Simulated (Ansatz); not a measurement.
SnS2, DFT, PBEsol, all-electron PAW with datasets made for the crystal, scalar-relativistic (Ansatz 0.2.0), run on 1 thread of Arm Neoverse V2 on a shared host.

The cell comes from COD entry 7038081, which wasn't checked; take it as a given geometry. The listed cell was then made from it by scaling, straining or moving an atom.

Command: `ansatz run input.yaml --threads 1 --pin off --max-ram 6144MiB --backend cpu --events-out ev --progress --plain --runs-dir out`

```yaml
crystal:
  lattice:
    - [3.4903513316, 0.0, 0.0]
    - [-1.7451756658, 3.0227329213, 0.0]
    - [0.0, 0.0, 5.494]
  atoms:
    - { symbol: Sn, position: [0.0, 0.0, 0.0] }
    - { symbol: S, position: [0.6666666667, 0.3333333333, 0.2639] }
    - { symbol: S, position: [0.3333333333, 0.6666666667, 0.7361] }
kpoints:
  mp_grid: { grid: [10, 10, 6] }
scf:
  occupations: { method: fermi_dirac, width: 0.01 }
hamiltonian:
  xc: pbesol
  pseudopotentials: { kind: all_electron, datasets: crystal }
output:
  forces: true
  stress: true
  eigenvalues: true
  efg: { contact_densities: true }
```

Q: How large is the problem that the program sets up?

A: 72 irreducible k-points, 615 plane waves at Γ, 17 bands.

Q: About how long does it take, and how much memory does it use?

A: 12 s of wall time for 9 SCF iterations, with a peak of 0.64 GiB. Times on shared machines scatter by tens of per cent.

Q: And the same cell and mesh by PAW (frozen-core files), asked for forces, stress, eigenvalues, efg, on the same hardware?

A: 4.6 s, peak memory 0.39 GiB.
